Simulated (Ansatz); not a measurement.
Write the native input for Ansatz 0.2.0 that does the following.

```yaml
Task: relaxation of cell and atoms
Functional: BLYP
Dispersion: D4
Potentials_or_basis: Ansatz PAW
Cutoff: "420 eV (not typed: the program's choice for these potentials)"
k_mesh: 7 × 7 × 4
Occupations: fermi-dirac, width 0.05 eV
Spin: no spin polarisation
```

The system is Si2Mo.

```xyz
9
Lattice="4.5855 0.0000 0.0000 -2.2927 3.9711 0.0000 0.0000 0.0000 6.5798" Properties=species:S:1:pos:R:3 pbc="T T T"
Mo    1.1464    1.9856    5.4831
Mo   -1.1464    1.9856    1.0966
Mo    2.2927    0.0000    3.2899
Si    0.0000    1.3015    3.2899
Si    1.1656    3.3204    1.0966
Si    3.4583    0.6508    5.4831
Si    2.2927    2.6696    3.2899
Si    1.1272    0.6508    1.0966
Si   -1.1656    3.3204    5.4831
```

Measurements of this composition are mostly on another form, of space group No. 139.

The input as run:

input.yaml

```yaml
crystal:
  lattice:
    - [4.5854715599, 0.0, 0.0]
    - [-2.29273578, 3.9711348592, 0.0]
    - [0.0, 0.0, 6.5797601]
  atoms:
    - { symbol: Mo, position: [0.5, 0.5, 0.8333333333] }
    - { symbol: Mo, position: [0.0, 0.5, 0.1666666667] }
    - { symbol: Mo, position: [0.5, 0.0, 0.5] }
    - { symbol: Si, position: [0.16387298, 0.32774596, 0.5] }
    - { symbol: Si, position: [0.67225404, 0.83612702, 0.1666666667] }
    - { symbol: Si, position: [0.83612702, 0.16387298, 0.8333333333] }
    - { symbol: Si, position: [0.83612702, 0.67225404, 0.5] }
    - { symbol: Si, position: [0.32774596, 0.16387298, 0.1666666667] }
    - { symbol: Si, position: [0.16387298, 0.83612702, 0.8333333333] }
hamiltonian:
  xc: blyp
  pseudopotentials: { kind: paw }
  dispersion: d4
kpoints:
  mp_grid: { grid: [7, 7, 4] }
scf:
  occupations: { method: fermi_dirac, width: 0.05 }
output:
  forces: true
  stress: true
  eigenvalues: true
  write_density: true
  write_potential: true
  elf: true
  volumetric_format: npy
relax:
  f_tol: 0.01
  max_steps: 40
  cell: { stress_tol: 0.05 }
```

Potentials or basis: Ansatz PAW.

The run is started by

```bash
$ ansatz run input.yaml --threads 4 --pin off --max-ram 11264MiB --backend cpu --events-out ev --progress --plain --runs-dir out
```

It gave:

```yaml
Relaxed_volume: 13.31 Å³/atom
Relaxed_cell: a = 4.591 Å, b = 4.591 Å, c = 6.560 Å, α = 90.00°, β = 90.00°, γ = 120.00°
Space_group_after_relaxing_to_0.05_Å: P6_222 (No. 180)
Energy_gained_by_relaxing: 0.1 meV/atom
Ionic_steps: 4
Pressure_after_relaxing: 0.0 GPa
Band_gap_on_the_k_mesh: 0.27 eV, indirect (least direct gap 0.59 eV)
```

Caveat: odd divisions of the mesh miss points on the zone boundary, where band edges often lie, so the gap on the mesh can be too wide; the plane-wave basis is chosen anew once the cell has moved, so the energies of steps on either side of that aren't comparable; the PAW data sets come from PBE, with cores solved anew for the run's functional, which leaves a small shift of forces and pressure.

It took 8.8 s on 4 threads of Intel(R) Xeon(R) 6975P-C (Granite Rapids) (shared host), peak memory 0.52 GiB.
